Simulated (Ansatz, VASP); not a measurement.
# One calculation of Cu, two programs

```xyz
2
Lattice="0.0000 1.9722 1.9722 1.9722 0.0000 1.9722 1.9722 1.9722 0.0000" Properties=species:S:1:pos:R:3 pbc="T T T"
Cu   -0.4931   -0.4931   -0.4931
Cu    0.4931    0.4931    0.4931
```

Change from the starting cell: volume scaled by 0.4, norm-conserving files.

Alike in both runs: task single point; functional PBE; k mesh 13 × 13 × 13; occupations fermi-dirac, width 0.08 eV; no spin polarisation.

|  | VASP | Ansatz |
| --- | --- | --- |
| version | VASP 6.6.1 | Ansatz 0.2.0 |
| potentials or method | VASP PAW PBE potentials, release 64 (Cu) | norm-conserving pseudopotentials, scalar-relativistic |
| plane-wave cutoff (eV) | 520 | 1252 |
| valence electrons in the cell | 22 | 38 |

VASP gave:

| Item | Value |
| --- | --- |
| pressure (GPa) | 446.5 |

Question: Which values does Ansatz return?

Answer: Pressure (GPa): 456.5.

The two sets of potentials don't hold the same shells in valence.

Caveats: the cell as given lies far from equilibrium; so large a pressure means that the cell lies far from this level's equilibrium, or that cutoff or potentials fall short (VASP).
